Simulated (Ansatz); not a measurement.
Input and output of a relaxation of cell and atoms on a 4-atom cell of CdS started from a crystallographic database (the PAW code Ansatz, PBE). The input holds the cell as the database lists it.

```yaml
crystal:
  lattice:
    - [4.15, 0.0, 0.0]
    - [-2.075, 3.5940054257, 0.0]
    - [0.0, 0.0, 6.737]
  atoms:
    - { symbol: Cd, position: [0.3333333333, 0.6666666667, 0.0] }
    - { symbol: Cd, position: [0.6666666667, 0.3333333333, 0.5] }
    - { symbol: S, position: [0.3333333333, 0.6666666667, 0.375] }
    - { symbol: S, position: [0.6666666667, 0.3333333333, 0.875] }
kpoints:
  mp_grid: { grid: [6, 6, 4] }
hamiltonian:
  xc: pbe
scf:
  occupations: { method: fermi_dirac, width: 0.02 }
relax:
  f_tol: 0.005
  cell: {}
output:
  write_density: true
  write_potential: true
  elf: true
  volumetric_format: npy
```

Some lines of the output have been replaced by numbered gaps.
```
Functional definition: PBE
Crystal: 4 atoms, lattice volume = 100.483 Å³
Basis set: ecut = 420 eV, 1973 PW (Γ)
Bands: 32, of which v1, the nominal top of the filled ones, is band 26 counted from 1 (25 counted from 0)
Symmetry: 12 space group operations
Space group: P63mc (ITA 186)
k-points: 21 of 144 (time reversal used)
relax step 1: F+E_penalty+E_count = -18315.63632102 eV  max|allowed force component| = 6.716e-2 eV/Å  Δτ_max = 0.0000 Å  P = +2.075 GPa  Ω = 100.483 Å³
--- Relaxed structure (4 steps of the walk, 4 accepted, 1 SCFs on fresh bases) ---
[1]
```

**Question.** Fill in the blanks. They hold the relaxed structure.

**Answer.**
```
[1]
  F+E_penalty+E_count = -18315.66021853 eV   max|allowed force component| = 2.177e-4 eV/Å
  cell:  # Å, volume = 104.1569 Å³
    - [4.196959, 0.000000, 0.000000]
    - [-2.098480, 3.634673, 0.000000]
    - [0.000000, 0.000000, 6.827911]
  atoms:
    - { symbol: Cd, position: [0.333333, 0.666667, -0.000802] }
    - { symbol: Cd, position: [0.666667, 0.333333, 0.499198] }
    - { symbol: S, position: [0.333333, 0.666667, 0.375802] }
    - { symbol: S, position: [0.666667, 0.333333, 0.875802] }
```
The trailing digits, and the zero of the energies, depend on the potentials and thresholds.

The walk took 4 steps and changed the volume by +3.7 %. The last SCF, on a fresh basis, lies 6.0 meV an atom below the first. At the end: the symmetry is P6_3mc (No. 186, hexagonal); conventional cell a = 4.197 Å, c = 6.828 Å, 26.04 Å³ an atom. Cd has 4 S at 2.57 Å; S has 4 Cd at 2.57 Å.

Run as `ansatz run input.yaml --threads 2 --pin off --max-ram 2211MiB --backend cpu --events-out ev --progress --plain --runs-dir out`.

No spin polarisation and no zero-point or thermal motion.

Spin-orbit coupling is left out.
